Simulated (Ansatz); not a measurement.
## Point defect: Ti interstitial in TiC

Computed with Ansatz, DFT PBE, scalar-relativistic, plane waves, PAW. Run with 420 eV cutoff, 8×8×8 k-mesh, Gaussian smearing of 0.10 eV, no spin polarisation.

Host crystal, relaxed:

```
CELL_PARAMETERS angstrom
0.00000 2.16639 2.16639
2.16639 0.00000 2.16639
2.16639 2.16639 0.00000
ATOMIC_POSITIONS crystal
Ti 0.00000 0.00000 0.00000
C 0.50000 0.50000 0.50000
```

Supercell of 16 atoms, rows in host cell vectors: 0 -2 2; 0 0 2; -2 0 2. Atoms relax at the host's cell, keeping the symmetry that the supercell leaves at the site. The cell is small, so energies carry finite-size errors of tenths of an eV. The host is a metal. Atoms are taken from and returned to the elements' standard states.

Defect: Ti interstitial at (0.250, 0.250, 0.250) of the host cell.

Question: What is the formation energy of the neutral defect?

Answer: 9.73 eV.

Question: Does the neutral defect carry a moment, and how do its surroundings relax?

Answer: The neutral run had no spin polarisation, so a moment wasn't tested. The nearest neighbours before are 4 Ti at 1.88 Å, 4 C at 1.88 Å; after relaxation the atoms near the site are 4 C at 1.94 Å, 4 Ti at 2.16 Å; the largest move is 0.29 Å.